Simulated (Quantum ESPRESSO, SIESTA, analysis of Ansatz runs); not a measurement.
# H_N in GaN (F-43m): levels and formation energies (SIESTA), part 2 of 3

Question: at which Fermi levels does H_N in GaN (F-43m) change its charge? Model: a cell of 54 host atoms with 1 N taken out and 1 H put in.

SIESTA 5.4.2; SIESTA numerical-orbital DFT, PBEsol, DZP basis, PseudoDojo 0.4.1 potentials converted to PSML; charged supercells in a uniform background, point-charge correction with alignment at far sites.

So far. Step 2 (Band edges): The gap at this level is 1.65 eV.

## Step 3: Relaxing each charge state

Level of this step: SIESTA numerical-orbital DFT, PBEsol, DZP basis, PseudoDojo 0.4.1 potentials converted to PSML; relaxation of all atoms of a defect supercell at fixed charge in a uniform background (SIESTA).

Each state starts from the atoms near the defect displaced at random, so that no symmetry of the ideal site is imposed. An odd electron count needs spin polarisation, and the total moment is held fixed to keep the state apart from its neighbours in spin. Charge +1 is shown in full.

defect.fdf reads:

```
SystemName                      Ga27HN26
SystemLabel                     defect
NumberOfSpecies                 3
NumberOfAtoms                   54
%block ChemicalSpeciesLabel
  1   31 Ga
  2    7 N
  3    1 H
%endblock ChemicalSpeciesLabel
LatticeConstant                 1.0 Ang
%block LatticeVectors
     0.002625000     6.793473000     6.793473000
     6.793473000     0.002625000     6.793473000
     6.793473000     6.793473000     0.002625000
%endblock LatticeVectors
AtomicCoordinatesFormat         Fractional
%block AtomicCoordinatesAndAtomicSpecies
    -0.000014128    -0.000014128    -0.000014128  1
     0.083306456     0.083306456     0.083306456  2
    -0.000014128    -0.000014128     0.333319205  1
     0.083306456     0.083306456     0.416639789  2
    -0.000014128    -0.000014128     0.666652538  1
     0.083306456     0.083306456     0.749973123  2
    -0.000014128     0.333319205    -0.000014128  1
     0.083306456     0.416639789     0.083306456  2
    -0.000014128     0.333319205     0.333319205  1
     0.079163061     0.416182696     0.415320747  2
    -0.005685066     0.336155320     0.665837263  1
     0.078908732     0.414142206     0.754978902  2
    -0.000014128     0.666652538    -0.000014128  1
     0.083306456     0.749973123     0.083306456  2
     0.000702382     0.661759155     0.338650155  1
     0.081176035     0.746134667     0.416702633  2
    -0.004437010     0.669066649     0.671317065  1
     0.083306456     0.749973123     0.749973123  2
     0.333319205    -0.000014128    -0.000014128  1
     0.416639789     0.083306456     0.083306456  2
     0.333319205    -0.000014128     0.333319205  1
     0.415105719     0.081268876     0.422970741  2
     0.329912654    -0.001174892     0.665013833  1
     0.414717372     0.079082430     0.755671586  2
     0.333319205     0.333319205    -0.000014128  1
     0.420999236     0.415226156     0.085630033  2
     0.326999856     0.336121573     0.334736570  1
     0.420744632     0.416719336     0.418325667  3
     0.335762586     0.333764230     0.669888824  1
     0.416034875     0.419378918     0.744213199  2
     0.334332336     0.670117440     0.001689829  1
     0.422328944     0.750569762     0.081087658  2
     0.334993618     0.671089368     0.332813113  1
     0.414444767     0.746815855     0.415777441  2
     0.329346827     0.667404635     0.664223392  1
     0.416639789     0.749973123     0.749973123  2
     0.666652538    -0.000014128    -0.000014128  1
     0.749973123     0.083306456     0.083306456  2
     0.666367418     0.005295398     0.333383513  1
     0.749098558     0.078933674     0.416061457  2
     0.663476641     0.006249668     0.665351086  1
     0.749973123     0.083306456     0.749973123  2
     0.664033970     0.332301404    -0.002648267  1
     0.746351432     0.416247416     0.089368000  2
     0.669281799     0.333968285     0.336232188  1
     0.751539940     0.414517769     0.421768535  2
     0.662287405     0.336619825     0.663744439  1
     0.749973123     0.416639789     0.749973123  2
     0.670252415     0.666951148     0.002129776  1
     0.749973123     0.749973123     0.083306456  2
     0.671547510     0.661212359     0.334095080  1
     0.749973123     0.749973123     0.416639789  2
     0.666652538     0.666652538     0.666652538  1
     0.749973123     0.749973123     0.749973123  2
%endblock AtomicCoordinatesAndAtomicSpecies
%block kgrid.MonkhorstPack
    2   0   0  0.50
    0   2   0  0.50
    0   0   2  0.50
%endblock kgrid.MonkhorstPack
XC.Functional                   GGA
XC.Authors                      PBEsol
PAO.BasisSize                   DZP
PAO.EnergyShift                 0.005 Ry
Mesh.Cutoff                     300 Ry
NetCharge                       1.0
Spin                            polarized
%block DM.InitSpin
    27   0.200
    28   0.200
    29   0.200
    33   0.200
    45   0.200
%endblock DM.InitSpin
Spin.Fix                        true
Spin.Total                      1.0
OccupationFunction              FD
ElectronicTemperature           0.01 eV
MaxSCFIterations                150
SCF.MustConverge                true
SCF.Mixer.Method                Pulay
SCF.Mixer.Weight                0.1
SCF.Mixer.History               10
SCF.DM.Tolerance                3.0e-4
SCF.H.Tolerance                 3.0e-3 eV
WriteForces                     true
Charge.Mulliken                 end
SaveRho                         true
SaveElectrostaticPotential      true
Charge.Hirshfeld                end
Charge.Voronoi                  end
MD.TypeOfRun                    Broyden
MD.Steps                        90
MD.MaxForceTol                  0.04 eV/Ang
MD.MaxDispl                     0.15 Ang
WriteCoorStep                   true
AtomCoorFormatOut               Fractional
```

Started as:

```bash
> OMP_NUM_THREADS=1 siesta defect.fdf > defect.out
```

The log of the run:

```text
Version         : 5.4.2

                           ***********************
                           *  WELCOME TO SIESTA  *
                           ***********************

[...]
reinit: Reading from file defect.fdf

reinit: -----------------------------------------------------------------------
reinit: System Name: Ga27HN26
reinit: -----------------------------------------------------------------------
reinit: System Label: defect
reinit: -----------------------------------------------------------------------

[...]
initatom: Reading input for the pseudopotentials and atomic orbitals ----------
Species number:   1 Atomic number:   31 Label: Ga
Species number:   2 Atomic number:    7 Label: N
Species number:   3 Atomic number:    1 Label: H

[... pseudopotential checks and orbital generation ...]

prinput: Basis input

PAO.BasisType split

%block ChemicalSpeciesLabel
    1   31 Ga                      # Species index, atomic number, species label
    2    7 N                       # Species index, atomic number, species label
    3    1 H                       # Species index, atomic number, species label
%endblock ChemicalSpeciesLabel

%block PAO.Basis                 # Define Basis set
# WARNING: This information might be incomplete!
Ga                    4                    # Species label, number of l-shells
 n=4   0   2                         # n, l, Nzeta
   6.217      4.287
   1.000      1.000
 n=4   1   2                         # n, l, Nzeta
   8.738      6.186
   1.000      1.000
 n=3   2   1                         # n, l, Nzeta
   3.373
   1.000
 n=4   2   1                         # n, l, Nzeta
   8.738
   1.000
N                     2                    # Species label, number of l-shells
 n=2   0   2                         # n, l, Nzeta
   4.265      2.697
   1.000      1.000
 n=2   1   2 P   1                   # n, l, Nzeta, Polarization, NzetaPol
   5.254      3.313
   1.000      1.000
H                     1                    # Species label, number of l-shells
 n=1   0   2 P   1                   # n, l, Nzeta, Polarization, NzetaPol
   5.796      3.744
   1.000      1.000
%endblock PAO.Basis

prinput: ----------------------------------------------------------------------

coor:   Atomic-coordinates input format  =     Fractional

[...]
siesta: System type = bulk

initatomlists: Number of atoms, orbitals, and projectors:     54   829   699

[... echo of the settings ...]

siesta: k-grid: Number of k-points = 4
siesta: k-points from Monkhorst-Pack grid
siesta: k-cutoff (effective) =     9.604 Ang
siesta: k-point supercell and displacements
siesta: k-grid:     2     0     0      0.500
siesta: k-grid:     0     2     0      0.500
siesta: k-grid:     0     0     2      0.500

diag: Algorithm                                     = D&C
diag: Absolute tolerance                            =  0.100E-15
diag: Orthogonalization factor                      =  0.100E-05

superc: Internal auxiliary supercell:     5 x     5 x     5  =     125
superc: Number of atoms, orbitals, and projectors:   6750 103625  87375

                     ====================================
                        Begin Broyden opt. move =      0
                     ====================================

[...]
superc: Internal auxiliary supercell:     5 x     5 x     5  =     125
superc: Number of atoms, orbitals, and projectors:   6750 103625  87375

outcell: Unit cell vectors (Ang):
        0.002625    6.793473    6.793473
        6.793473    0.002625    6.793473
        6.793473    6.793473    0.002625

outcell: Cell vector modules (Ang)   :    9.607422    9.607422    9.607422
outcell: Cell angles (23,13,12) (deg):     59.9744     59.9744     59.9744
outcell: Cell volume (Ang**3)        :    626.6914
[...]
Initializing Density Matrix...

[...]
DM filled with atomic data (user-defined):
Note: For starting DM, Qtot, Tr[D*S] =        481.00000000        482.00000000

InitMesh: MESH = 90 x 90 x 90 = 729000
InitMesh: Mesh cutoff (required, used) =   300.000   363.661 Ry

[...]
iscf     Eharris(eV)        E_KS(eV)     FreeEng(eV)     dDmax     Ef_up Ef_dn(eV) dHmax(eV)
   scf:    1   -63095.605339   -63347.644192   -63347.644192  0.558378 -4.559265 -8.194881  9.985404
[...]
scf:    2   -62023.194029   -62987.340213   -62987.345186  0.441491 -3.057054 -3.136520 51.105995
[...]
scf:    3   -63470.462115   -63419.121764   -63419.121764  0.378910 -4.552223 -6.673521  2.599397
[...]
scf:    4   -63425.668036   -63423.966855   -63423.966855  0.030649 -4.507236 -6.186465  2.020499
[...]
scf:    5   -63424.319450   -63424.205285   -63424.205285  0.020620 -4.430621 -6.193584  0.619881
[...]
scf:    6   -63424.234939   -63424.224007   -63424.224007  0.003641 -4.452502 -6.182652  0.391737
[...]
scf:    7   -63424.299789   -63424.266564   -63424.266564  0.013078 -4.490536 -6.211950  0.283728
[...]
scf:    8   -63424.273175   -63424.270477   -63424.270477  0.004899 -4.515285 -6.212274  0.121699
[...]
scf:    9   -63424.270966   -63424.270853   -63424.270853  0.002194 -4.526928 -6.210477  0.084973
[...]
scf:   10   -63424.271187   -63424.271114   -63424.271114  0.000719 -4.524568 -6.210623  0.034999
[...]
DM extrapolation coefficients:
1   1.00000
New DM after history re-use:

[...]
iscf     Eharris(eV)        E_KS(eV)     FreeEng(eV)     dDmax     Ef_up Ef_dn(eV) dHmax(eV)
   scf:    1   -63425.090930   -63425.095976   -63425.095976  0.001036 -4.057721 -6.265335  0.021472
[...]
scf:    2   -63425.094905   -63425.095683   -63425.095683  0.000768 -4.058241 -6.265898  0.050758
[...]
scf:    3   -63425.096120   -63425.096032   -63425.096032  0.000561 -4.057845 -6.265469  0.002383
[...]
scf:    4   -63425.096035   -63425.096034   -63425.096034  0.000030 -4.057831 -6.265452  0.000971
     spin moment: {S} , |S| = {        0.0        0.0    1.00000 }     1.00000

SCF Convergence by DM+H criterion
[...]
SCF cycle converged after 4 iterations

[...]
siesta: E_KS(eV) =           -63425.0960

siesta: Atomic forces (eV/Ang):
     1    0.000010    0.000094    0.003128
     2    0.005386   -0.006485    0.005368
     3    0.011933   -0.002413    0.013591
     4    0.020538    0.001421    0.004388
     5    0.000706    0.015746    0.003986
     6   -0.000813    0.009621    0.006660
     7    0.005611   -0.003309    0.010093
     8    0.010348    0.006611   -0.001371
     9    0.026174   -0.006268    0.000396
    10    0.003167    0.007230    0.012294
[...]
50    0.004271   -0.012652   -0.011849
    51    0.004249   -0.010849   -0.003296
    52   -0.011789    0.005602   -0.010100
    53   -0.007408    0.006193   -0.000941
    54   -0.007065   -0.003468    0.004181
   Tot   -0.036386    0.001734    0.021410
   Max    0.039445
   Res    0.009865    sqrt( Sum f_i^2 / 3N )
   Max    0.039445    constrained

Stress tensor Voigt[x,y,z,yz,xz,xy] (kbar):      -11.90      -12.28      -12.38        0.39        0.75        0.77
[...]
outcoor: Relaxed atomic coordinates (fractional):
   -0.00053906   -0.00029843    0.00038969   1       1  Ga
    0.08310396    0.08283729    0.08394409   2       2  N
    0.00023138   -0.00013500    0.33347709   1       3  Ga
    0.08337072    0.08275701    0.41703432   2       4  N
   -0.00110542   -0.00011061    0.66755333   1       5  Ga
    0.08207470    0.08328852    0.75059369   2       6  N
    0.00011770    0.33235292    0.00151479   1       7  Ga
    0.08334719    0.41671492    0.08353846   2       8  N
    0.00018995    0.33215495    0.33296463   1       9  Ga
    0.08142262    0.41752468    0.41845944   2      10  N
   -0.00253253    0.33214809    0.66891437   1      11  Ga
    0.08112091    0.41725649    0.75023168   2      12  N
    0.00019325    0.66723259    0.00001984   1      13  Ga
    0.08331130    0.74993530    0.08377344   2      14  N
   -0.00158381    0.66795400    0.33266328   1      15  Ga
    0.08250730    0.74851088    0.41803147   2      16  N
   -0.00148290    0.66752092    0.66832155   1      17  Ga
    0.08261875    0.75019049    0.75034506   2      18  N
    0.33258181    0.00072730    0.00122409   1      19  Ga
    0.41684968    0.08366925    0.08354725   2      20  N
[...]
0.42147075    0.41662968    0.41856453   3      28  H
[...]
0.67844904    0.32905470    0.33026891   1      45  Ga
    0.74912968    0.41719875    0.41794849   2      46  N
    0.66670064    0.33247385    0.66815749   1      47  Ga
    0.74827135    0.41731991    0.75087548   2      48  N
    0.66808763    0.66749125   -0.00021032   1      49  Ga
    0.75051963    0.75005798    0.08356059   2      50  N
    0.66779220    0.66745742    0.33249484   1      51  Ga
    0.74914889    0.75033014    0.41740462   2      52  N
    0.66575573    0.66714022    0.66723621   1      53  Ga
    0.74929785    0.74992435    0.75054539   2      54  N

[...]
siesta: Final energy (eV):
siesta:  Band Struct. =   -8054.806063
siesta:       Kinetic =   51028.189804
siesta:       Hartree =   16139.695829
[...]
siesta:         Exch. =  -16314.666889
siesta:         Corr. =   -1053.086635
[...]
siesta:   Exch.-corr. =  -17367.753525
siesta:  Ion-electron =  -79090.938579
siesta:       Ion-ion =  -34134.289563
[...]
siesta:         Total =  -63425.096034
siesta:      Fermi_up =      -4.057831
siesta:      Fermi_dn =      -6.265452

siesta: Stress tensor (static) (eV/Ang**3):
siesta:    -0.007425    0.000483    0.000469
siesta:     0.000483   -0.007667    0.000246
siesta:     0.000469    0.000246   -0.007728

siesta: Cell volume =        626.691445 Ang**3

siesta: Pressure (static):
siesta:                Solid            Molecule  Units
siesta:           0.00008285          0.00008491  Ry/Bohr**3
siesta:           0.00760668          0.00779606  eV/Ang**3
siesta:          12.18724081         12.49066276  kBar

[...]
mulliken: Qtot =      241.000

[...]
mulliken: Qtot =      240.000

Mulliken Atomic Populations:
Atom #   charge [q] valence [e]      Sz [e]  Species
     1     0.875915   12.124085    0.004365  Ga
     2    -0.845705    5.845705    0.004220  N
     3     0.871038   12.128962    0.027179  Ga
     4    -0.845595    5.845595    0.002786  N
     5     0.879724   12.120276    0.002673  Ga
     6    -0.849891    5.849891    0.003345  N
     7     0.871349   12.128651    0.026865  Ga
     8    -0.845588    5.845588    0.002778  N
     9     0.875740   12.124260    0.018412  Ga
    10    -0.841374    5.841374    0.010678  N
    11     0.888377   12.111623    0.010819  Ga
    12    -0.840752    5.840752    0.009313  N
    13     0.879747   12.120253    0.002690  Ga
    14    -0.849923    5.849923    0.003364  N
    15     0.888458   12.111542    0.010831  Ga
    16    -0.840693    5.840693    0.009312  N
    17     0.892165   12.107835    0.009754  Ga
    18    -0.849709    5.849709    0.003304  N
    19     0.871932   12.128068    0.026894  Ga
    20    -0.845600    5.845600    0.002787  N
[...]
28    -0.143246    1.143246    0.036350  H
[...]
45     0.681129   12.318871    0.141962  Ga
    46    -0.844744    5.844744    0.013868  N
    47     0.895691   12.104309    0.009813  Ga
    48    -0.850801    5.850801    0.004313  N
    49     0.893741   12.106259    0.009569  Ga
    50    -0.849363    5.849363    0.003229  N
    51     0.894590   12.105410    0.009829  Ga
    52    -0.850674    5.850674    0.004341  N
    53     0.931662   12.068338    0.009541  Ga
    54    -0.850069    5.850069    0.004179  N
 Total     1.000000                1.000000

[...]
Job completed
```

Elapsed: 1.7 h, on 1 MPI rank of Arm Neoverse V1, shared host; peak memory 1.9 GiB.

The steps and moves of this run count from the displaced start.

Step by step:

```csv
step,energy less that of the first step (eV),largest force (eV/Å)
0,0.0000,1.9443
1,-0.5790,0.9855
2,-0.7520,0.5066
3,-0.7947,0.3130
4,-0.8132,0.1714
5,-0.8202,0.0986
6,-0.8231,0.0580
7,-0.8247,0.0470
```

The atoms that moved most (Å):

```csv
atom,dx,dy,dz,length
Ga27,-0.092,-0.044,-0.059,0.117
Ga29,0.036,0.015,-0.093,0.100
Ga45,-0.074,0.022,0.029,0.082
Ga33,0.029,-0.068,0.014,0.075
Ga15,0.002,-0.056,0.026,0.062
Ga47,0.002,0.060,0.002,0.060
Ga41,-0.028,0.043,-0.025,0.057
Ga39,-0.044,0.001,-0.032,0.054
```

Neighbours of H28 at the end:

```
atom  distance (Å)
Ga45         2.016
Ga29         2.055
Ga33         2.060
Ga27         2.143
 N46         3.148
 N30         3.155
 N34         3.166
 N40         3.178
 N44         3.182
 N24         3.198
 N32         3.213
 N16         3.222
 N22         3.227
 N12         3.228
 N26         3.230
```

Energies on the run's own zero. States near gap, by row:

| spin | k | band | energy (eV) | filled by count |
| --- | --- | --- | --- | --- |
| up | 0 | 237 | -7.024 | 1 |
| up | 0 | 238 | -7.022 | 1 |
| up | 0 | 239 | -6.567 | 1 |
| up | 0 | 240 | -6.566 | 1 |
| up | 0 | 241 | -4.278 | 1 |
| up | 0 | 242 | -3.615 | 0 |
| up | 0 | 243 | -3.521 | 0 |
| up | 0 | 244 | -3.516 | 0 |
| up | 0 | 245 | -2.283 | 0 |
| up | 1 | 237 | -7.146 | 1 |
| up | 1 | 238 | -6.989 | 1 |
| up | 1 | 239 | -6.854 | 1 |
| up | 1 | 240 | -6.722 | 1 |
| up | 1 | 241 | -4.397 | 1 |
| up | 1 | 242 | -3.825 | 0 |
| up | 1 | 243 | -3.691 | 0 |
| up | 1 | 244 | -2.909 | 0 |
| up | 1 | 245 | -2.649 | 0 |
| down | 0 | 236 | -7.204 | 1 |
| down | 0 | 237 | -7.008 | 1 |
| down | 0 | 238 | -7.006 | 1 |
| down | 0 | 239 | -6.552 | 1 |
| down | 0 | 240 | -6.551 | 1 |
| down | 0 | 241 | -4.189 | 0 |
| down | 0 | 242 | -3.5 | 0 |
| down | 0 | 243 | -3.281 | 0 |
| down | 0 | 244 | -3.275 | 0 |
| down | 1 | 236 | -7.231 | 1 |
| down | 1 | 237 | -7.128 | 1 |
| down | 1 | 238 | -6.974 | 1 |
| down | 1 | 239 | -6.838 | 1 |
| down | 1 | 240 | -6.708 | 1 |
| down | 1 | 241 | -4.16 | 0 |
| down | 1 | 242 | -3.647 | 0 |
| down | 1 | 243 | -3.444 | 0 |
| down | 1 | 244 | -2.871 | 0 |

Spin density in the ac plane at fractional y = 0.417, through the centre, with atoms of N and H within 0.45 Å of it.

Values in units of 1e-2 e/Å³, 13 rows by 16 columns, each cell a mean:
```
 0.3  0.0  0.0  0.0  0.2  0.3  0.3  0.1  0.1  0.0  0.0  0.0  0.1  0.3  0.6  0.5
 0.2  0.0  0.0  0.0  0.0  0.1  0.2  0.2  0.1  0.1  0.0  0.0  0.0  0.1  0.4  0.5
-0.2  0.6  0.5  0.0  0.0  0.5  0.8  0.4  0.1  0.0  0.0  0.3  0.3  0.0  0.1  0.1
 0.1  1.4  1.5  0.1  0.2  0.3  1.8  0.9  0.1  0.0  0.0  0.3  0.5  0.2  0.0  0.0
 0.0  0.1  0.1  0.5  1.6  1.5  0.5  0.2  0.0  0.0  0.0  0.0  0.0  0.0  0.0  0.0
 0.0  0.0  0.1  0.7  2.2  3.1  2.0  0.6  0.2  0.0  0.0  0.0  0.0  0.1  0.1  0.0
 0.1  0.5  0.1  0.5  1.2  1.5  1.1  0.8  0.6  0.2  0.1  0.4  0.3  0.2  0.2  0.1
 0.2  1.5  1.3  0.4  1.2  1.0 -0.3  0.3  1.8  1.5  0.4  1.9  1.4  0.4  0.3  0.2
 0.2  0.4  0.6  0.1  1.0  1.7  1.1  0.9  2.4  3.1  1.4  0.3  0.8  0.1  0.2  0.3
 0.1  0.0  0.0  0.0  0.2  0.8  1.0  0.8  1.2  2.0  1.4  0.3  0.0  0.0  0.1  0.1
 0.0  0.1  0.0  0.0  0.0  0.2  0.4  0.2  0.3  0.3  0.2  0.4  0.3  0.0  0.0  0.0
 0.2  0.4  0.2  0.0  0.0  0.5  1.7  0.8  0.0  0.0  0.1  1.5  1.5  0.1  0.0  0.0
 0.1  0.2  0.1  0.0  0.1  0.1  0.1  0.2  0.0  0.0  0.0  0.2 -0.1  0.0  0.3  0.2
```
Columns run along a (9.6 Å), rows up along c (9.6 Å). Atoms in or near the plane, at fractional coordinates: N at (0.08, 0.08), N at (0.08, 0.42), N at (0.08, 0.75), N at (0.42, 0.08), H at (0.42, 0.42), N at (0.42, 0.75), N at (0.75, 0.08), N at (0.75, 0.42), N at (0.75, 0.75).

(Continued in part 3 of 3.)

[Logs are printed without paths, hosts, clocks, repeated set-up lines and the standing remarks that a program may print on its own settings, such as how far it seeks lower states.]

[Hosts, paths, dates, database ids (printed as entryN), source tags and the programs' standing remarks are cut or masked in the printed files.]

[For some hosts the program warned that the k-mesh of the response run may be too coarse for force constants and the static dielectric constant; such warnings are not shown here.]

[Charge tables in the logs are Mulliken or Hirshfeld populations, whose sizes and signs can differ; where basis functions stand at a vacancy, SIESTA counts their charge against the missing atom's valence.]

[In relaxation paths of CP2K, step 0 can be the structure after the first move, since the trajectory file begins there, and the last row can be the final structure solved once more.]
